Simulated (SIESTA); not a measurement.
**SiC (Moissanite 6H) under changes of volume**

One of the cells (10.487 Å³/atom); the others are scaled copies at fixed shape and fractional positions:

```xyz
12
Lattice="3.0950 0.0000 0.0000 -1.5475 2.6803 0.0000 0.0000 0.0000 15.1700" Properties=species:S:1:pos:R:3 pbc="T T T"
Si    1.5475    0.8934    6.9524
Si    0.0000    1.7869   14.5374
Si    1.5475    0.8934   12.0101
Si    0.0000    1.7869    4.4251
Si    0.0000    0.0000    9.4812
Si    0.0000    0.0000    1.8962
C     1.5475    0.8934    5.0562
C     0.0000    1.7869   12.6412
C     1.5475    0.8934   10.1138
C     0.0000    1.7869    2.5288
C     0.0000    0.0000    7.5850
C     0.0000    0.0000    0.0000
```

| Quantity | Value |
| --- | --- |
| Program | SIESTA 5.4.2 |
| Functional | RPBE |
| Potentials or basis | PseudoDojo 0.4 standard (PBE files) |
| Basis | DZP (energy shift 0.002 Ry) |
| Grid cutoff | 500 Ry |
| Energy shift | 0.002 Ry |
| k mesh | 10 × 10 × 2 |
| Occupations | fermi-dirac, width 0.05 eV |
| Spin | no spin polarisation |

```tsv
volume (Å³/atom)	energy over the lowest point (meV/atom)	pressure (GPa)	gap on the mesh (eV)	largest force (eV/Å)
9.858	48.95	20.0	2.05	0.147
10.068	26.62	14.2	2.06	0.143
10.277	?	?	?	?
10.487	2.77	4.4	2.08	0.136
10.697	0.00	0.0	2.08	0.133
10.907	2.69	-4.0	2.09	0.131
11.116	10.19	-7.4	2.09	0.128
```

Q: What does the run at 10.277 Å³/atom give?

A: Energy over the lowest point 11.51 meV/atom; pressure 9.0 GPa; gap on the mesh 2.07 eV; largest force 0.140 eV/Å.

Worked out: A Birch-Murnaghan fit of order 3 (a polynomial in V^(-2/3)) to the other rows has its minimum at 10.70 Å³/atom with B0 = V·E''(V) = 210 GPa and B' = 3.7 at fixed shape and positions, which overstates the stiffness. It gives 11.48 meV/atom at 10.277 Å³/atom, against the run's 11.51, and -dE/dV = 9.0 GPa, against 9.0. A straight line through the other rows of the gap, of slope 0.345 eV per unit of ln V, gives 2.07 eV, against the run's 2.07.

Energies are extrapolated to zero smearing.

Caveats: the potentials were made for another functional, which shifts forces and pressure; the basis of atomic orbitals isn't converged, which shifts pressures, moduli and gaps.

A mesh can miss the band edges.
